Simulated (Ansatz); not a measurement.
Pb:

```xyz
4
Lattice="3.5244 0.0000 0.0000 -1.7622 3.0522 0.0000 0.0000 0.0000 11.4952" Properties=species:S:1:pos:R:3 pbc="T T T"
Pb    1.7622    1.0174    8.6214
Pb    0.0000    0.0000    5.7476
Pb    0.0000    2.0348    2.8738
Pb    0.0000    0.0000    0.0000
```

This isn't the form of Pb at room conditions, which is fcc.

* Program: Ansatz 0.2.0
* Task: single point
* Functional: PBE
* Potentials or basis: Ansatz PAW
* Cutoff: 420 eV (not typed: the program's choice for these potentials)
* k mesh: 9 × 9 × 3
* Occupations: fermi-dirac, width 0.05 eV
* Spin: no spin polarisation

On this cell: pressure 1.3 GPa; largest force under 0.003 eV/Å; band gap on the k mesh none (metal or under the smearing width).

The same run follows on a disturbed copy (atoms moved at random, drawn with an rms of 0.05 Å):

```xyz
4
Lattice="3.5244 0.0000 0.0000 -1.7622 3.0522 0.0000 0.0000 0.0000 11.4952" Properties=species:S:1:pos:R:3 pbc="T T T"
Pb    1.7921    1.0417    8.6332
Pb   -0.0487   -0.0111    5.7908
Pb    0.0028    2.0781    2.9181
Pb    0.0056    0.0050    0.0168
```

Task: What changes?

Result: The energy (extrapolated to zero smearing) moves by +0.8 meV/atom; pressure 1.3 GPa; largest force 0.068 eV/Å; band gap on the k mesh none (metal or under the smearing width).

Forces in eV/Å, atoms in the order of the input:
```
Pb  -0.023 -0.008  0.064
Pb   0.029  0.017 -0.049
Pb  -0.007 -0.018 -0.052
Pb   0.001  0.008  0.038
```

Stress tensor (GPa, compression positive):
```
 1.11 -0.02  0.00
-0.02  1.09  0.01
 0.00  0.01  1.59
```
